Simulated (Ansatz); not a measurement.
The system is SnTe.

```xyz
2
Lattice="0.0000 3.1509 3.1509 3.1509 0.0000 3.1509 3.1509 3.1509 0.0000" Properties=species:S:1:pos:R:3 pbc="T T T"
Te    3.1509    3.1509    3.1509
Sn    0.0000    0.0000    0.0000
```

Base run:

* Program: Ansatz 0.2.0
* Functional: PBE
* Potentials or basis: all-electron LAPW, scalar-relativistic
* Cutoff: 185 eV (chosen from the basis error)
* Basis error allowed: 0.001 eV/atom
* k mesh: 7 × 7 × 7
* Occupations: gaussian, width 0.012 eV
* Spin: no spin polarisation

Its results: pressure 2.2 GPa.

**Question.** The run is repeated on the same cell with these changes: functional from PBE to BLYP; occupations from gaussian, width 0.012 eV to fermi-dirac, width 0.05 eV. What comes out?

**Answer.** Pressure 6.1 GPa.
